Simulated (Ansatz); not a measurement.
# SnO2: how the free axis answers a strain

SnO2, P4_2/mnm, a = 4.723 Å, c = 3.190 Å. Ansatz: LDA, PAW, 420 eV, Γ-centred 6×6×8 mesh on 6 atoms, Gaussian smearing 0.02 eV; no spin polarisation. Series: biaxial strain in the a-b plane, c and atoms relaxed; x is the strain in per cent. y is the change of c in per cent of 3.190 Å.

| x (%) | y (%) |
| --- | --- |
| -6.0 | ? |
| -4.0 | 3.38 |
| -2.0 | 1.57 |
| 0.0 | 0.00 |
| 2.0 | -1.33 |
| 4.0 | -2.44 |
| 6.0 | -3.36 |

**Question.** Fit y = c1 x + c2 x² to the other rows, say what c1 measures, and predict the missing y.

**Answer.** Least squares on the rows shown. y = −0.7290 x + 0.02853 x². With no stress along c, c1 = −2C13/C33 = -0.729. At x = -6.0 the fit asked for gives 5.40 %. The run gave 5.45 %, so the fit is 0.05 % too low, 0.57 % of the span of the series, against an rms of 0.01 % on the fitted rows. The row lies outside the fitted range. With a term in x³ added, a fit to the same known rows predicts 5.47 %, a smaller miss on the other side.